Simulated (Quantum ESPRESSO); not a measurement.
Crystal: InPd.

```
CELL_PARAMETERS angstrom
3.27188 0.00000 0.00000
0.00000 3.27188 0.00000
0.00000 0.00000 3.27188
ATOMIC_POSITIONS crystal
In 0.00000 0.00000 0.00000
Pd 0.50000 0.50000 0.50000
```

The cell comes from a database or a generator and needn't be the stable form of this composition.

| Quantity | Value |
| --- | --- |
| Program | Quantum ESPRESSO 7.5 |
| Task | phonons |
| Functional | PBEsol |
| Potentials or basis | GBRV 1.5 PBEsol |
| Cutoff | 612 eV |
| Density cutoff | 4898 eV |
| k mesh | 8 × 8 × 8 |
| Occupations | cold, width 0.2 eV |
| Spin | no spin polarisation |
| Target pressure | 40 GPa |
| Mixing beta | 0.5 |
| Most SCF iterations | 120 |
| SCF threshold | 4e-10 Ry |

The cell and the atoms were relaxed first at 40 GPa, to 14.28 Å³/atom (a = 3.057 Å, b = 3.057 Å, c = 3.057 Å, α = 90.00°, β = 90.00°, γ = 90.00°), and the response was taken there.

Q: What is the highest optical frequency at the zone centre?

A: 225 cm⁻¹, a mode of symmetry T1u (IR).

Optical modes at Γ, degenerate ones joined:
| cm⁻¹ | components | symmetry | active in |
| --- | --- | --- | --- |
| 225 | 3 | T1u | IR |

Caveat: the mesh is thin for the phonons of a metal; the volume moved by over 15 % at a fixed basis, so the end points are rough; the cell is more than 3 GPa from zero pressure, which shifts response properties.
